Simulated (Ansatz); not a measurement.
Ni:

```
Ni
1.0
    -1.38372    1.38372    1.38372
     1.38372   -1.38372    1.38372
     1.38372    1.38372   -1.38372
Ni
1
Direct
  0.00000 0.00000 0.00000
```

This isn't the form of Ni at room conditions, which is fcc.

* Program: Ansatz 0.2.0
* Task: relaxation of cell and atoms
* Functional: PBEsol0
* Potentials or basis: Ansatz PAW
* Cutoff: 420 eV (not typed: the program's choice for these potentials)
* k mesh: 7 × 7 × 7
* Occupations: fermi-dirac, width 0.05 eV
* Spin: collinear spin, ferromagnetic start
* Starting moments: [1.0] μB

At the start: volume 10.60 Å³/atom.

Question: How do energy, volume and symmetry change on relaxing?

Answer: It ends after 7 steps and the volume is 10.25 Å³/atom (-3.2 %); space group Im-3m (No. 229, to 0.05 Å); moment 0.53 μB per cell.

Step by step:
| step | energy change (eV) | largest force (eV/Å) | volume (Å³) |
| --- | --- | --- | --- |
| 1 | 0.0000 | 0.0000 | 10.60 |
| 2 | -0.0060 | 0.0000 | 10.43 |
| 3 | -0.0087 | 0.0000 | 10.24 |
| 4 | -0.0087 | 0.0000 | 10.25 |
| 5 | -0.0075 | 0.0000 | 10.25 |
| 6 | -0.0075 | 0.0000 | 10.25 |
| 7 | -0.0075 | 0.0000 | 10.25 |

Final structure:
```
CELL_PARAMETERS angstrom
-1.36860 1.36860 1.36860
1.36860 -1.36860 1.36860
1.36860 1.36860 -1.36860
ATOMIC_POSITIONS crystal
Ni 0.00000 0.00000 0.00000
```

Caveat: the k mesh is coarse (spacing up to 0.46 Å⁻¹), so the values aren't converged, least of all with exact exchange; the magnetic or orbital state may not be the lowest; the plane-wave basis is chosen anew once the cell has moved, so the energies of steps on either side of that aren't comparable; the pressure holds a Pulay correction of +0.4 GPa for the finite cutoff; the PAW data sets come from PBE, with cores solved anew for the run's functional, which leaves a small shift of forces and pressure.
